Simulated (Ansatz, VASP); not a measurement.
# Mg: VASP beside Ansatz

Contents of INCAR:

```
ALGO = Normal ; EDIFF = 1E-6
ENCUT = 520 ; GGA = CA
ISIF = 2 ; ISMEAR = -1
LASPH = True ; LCHARG = False
LREAL = False ; LWAVE = False
NBANDS = 9 ; NELM = 100
PREC = Accurate ; SIGMA = 0.6
```

Contents of KPOINTS:

```
k-points
0
Gamma
  12 12 6
```

Contents of POSCAR:

```
Mg
1.0
    3.1325008903      0.0000000000      0.0000000000
   -1.5662504451      2.7128253484      0.0000000000
    0.0000000000      0.0000000000      5.0848940941
Mg
2
Direct
    0.3333333333      0.6666666667      0.2500000000
    0.6666666667      0.3333333333      0.7500000000
```

Input for Ansatz:

```yaml
crystal:
  lattice:
    - [3.1325008903, 0.0, 0.0]
    - [-1.5662504451, 2.7128253484, 0.0]
    - [0.0, 0.0, 5.0848940941]
  atoms:
    - { symbol: Mg, position: [0.3333333333, 0.6666666667, 0.25] }
    - { symbol: Mg, position: [0.6666666667, 0.3333333333, 0.75] }
hamiltonian:
  xc: lda
  pseudopotentials:
    kind: paw
    azcp:
      Mg: "pseudopotentials/Mg.paw.azcp"
basis:
  ecutwfc: 420
  fft_grid_basis: typed
kpoints:
  mp_grid: { grid: [12, 12, 6], shift: [0, 0, 0] }
magnetization:
  spin_polarized: false
scf:
  occupations: { method: fermi_dirac, width: 0.6 }
  lower_state_search: "off"
output:
  stress: true
  write_density: true
  write_potential: true
  elf: true
  volumetric_format: npy
```

Alike in both runs: task single point; functional LDA; k mesh 12 × 12 × 6; occupations fermi-dirac, width 0.6 eV; no spin polarisation.

|  | VASP | Ansatz |
| --- | --- | --- |
| version | VASP 6.6.1 | Ansatz 0.2.0 |
| potentials or method | VASP PAW LDA potentials, release 64 (Mg) | plane waves (420 eV) with PAW, scalar-relativistic |
| plane-wave cutoff (eV) | 520 | 420 |
| valence electrons in the cell | 4 | 20 |

Ansatz gave:

```
pressure (GPa) : 1.2
```

Q: Estimate VASP's values.

A: Pressure (GPa): 0.9.

The two sets of potentials don't hold the same shells in valence. Ansatz warned: «pseudo_functional_mismatch».
